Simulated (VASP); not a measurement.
# KF, energy along a vibration (SMASS = -2): which settings are enough?

KF, Fm-3m (no. 225), atoms displaced along the mode, 2 atoms in the cell. PBEsol, energy along a line of displacements; PAW potentials K_sv, F (PBE set). VASP 6.6.1.

Wanted: harmonic frequency within 1 %.

Space group without the displacement: Fm-3m (no. 225); Mode: optical mode at Gamma along [111].

POSCAR of the starting run:
```
KF
1.0
    0.0000000000      2.6718500000      2.6718500000
    2.6718500000      0.0000000000      2.6718500000
    2.6718500000      2.6718500000      0.0000000000
K F
1 1
Direct
   -0.0028265255     -0.0028265255     -0.0028265255
    0.5058169279      0.5058169279      0.5058169279

    0.0037760260   0.0037760260   0.0037760260
   -0.0077709794  -0.0077709794  -0.0077709794
```

The series start from k mesh: 5 × 5 × 5; Cutoff (eV): 520; Step along the mode (Å): 0.02; Extrapolation between steps (IWAVPR): 11. Each series keeps the choices made before it, and each single choice may use up half of a tolerance.

## k mesh

| k mesh | Harmonic frequency (THz) | Time (s) |
|---|---|---|
| 3 × 3 × 3 | 5.186 | 31 |
| 4 × 4 × 4 | 5.193 | 48 |
| 5 × 5 × 5 | 5.193 | 106 |
| 6 × 6 × 6 | 5.194 | 118 |
| 8 × 8 × 8 (reference) | 5.194 | 284 |

Chosen: 3 × 3 × 3, the loosest value from which every tighter one stays within half of the tolerance.

## Cutoff (eV)

| Cutoff (eV) | Harmonic frequency (THz) | Time (s) |
|---|---|---|
| 280 | 5.215 | 17 |
| 340 | 5.22 | 20 |
| 400 | 5.142 | 30 |
| 460 | 5.187 | 35 |
| 520 | 5.186 | 31 |
| 600 (reference) | 5.189 | 41 |

Chosen: 460.

## Extrapolation between steps (IWAVPR)

| Extrapolation between steps (IWAVPR) | Harmonic frequency (THz) | Time (s) |
|---|---|---|
| 11 | 5.198 | 40 |
| 12 | 5.198 | 35 |
| 0 | 5.198 | 39 |

Chosen: 11; no other choice that stays within half of the tolerance saves 30 % of the time.

Also changed on the way, by series that aren't shown: Step along the mode (Å): 0.08.

## All choices together

| Input | Harmonic frequency (THz) | Time (s) |
|---|---|---|
| defaults on a coarse mesh (naive) | 5.398 | 7.2 |
| chosen settings | 5.198 | 40 |
| reference settings throughout | 5.163 | 283 |

The tolerance is met.

## The input

INCAR:
```
SYSTEM = KF
GGA = PS ; PREC = Accurate
ENCUT = 460 ; EDIFF = 1E-7
ALGO = Normal ; LREAL = .False.
LASPH = .True. ; ISMEAR = 0
SIGMA = 0.03 ; ISYM = 0
LWAVE = .False. ; LCHARG = .False.
IBRION = 0 ; SMASS = -2
POTIM = 1 ; NSW = 9
NELMIN = 4 ; IWAVPR = 11
KPAR = 2
```

KPOINTS:
```
Automatic mesh
0
Gamma
  3 3 3
  0 0 0
```

POSCAR:
```
KF
1.0
    0.0000000000      2.6718500000      2.6718500000
    2.6718500000      0.0000000000      2.6718500000
    2.6718500000      2.6718500000      0.0000000000
K F
1 1
Direct
   -0.0113061019     -0.0113061019     -0.0113061019
    0.5232677114      0.5232677114      0.5232677114

    0.0151041041   0.0151041041   0.0151041041
   -0.0310839174  -0.0310839174  -0.0310839174
```

Commands:
```
cat potpaw_PBE.64/K_sv/POTCAR potpaw_PBE.64/F/POTCAR > POTCAR
mpirun -np 2 vasp_std > vasp.out
```

The chosen input took VASP 6.6.1 40 s on 2 cores (Intel Xeon Platinum 8259CL @ 2.50GHz (Skylake/Cascade Lake)), a shared host.

## An input that fails: POTIM multiplies the typed steps tenfold

It runs to its end, but against the unchanged starting input it is off by 664 % in the harmonic frequency.

Changes against the starting input:
```
- POTIM = 1
+ POTIM = 10
```
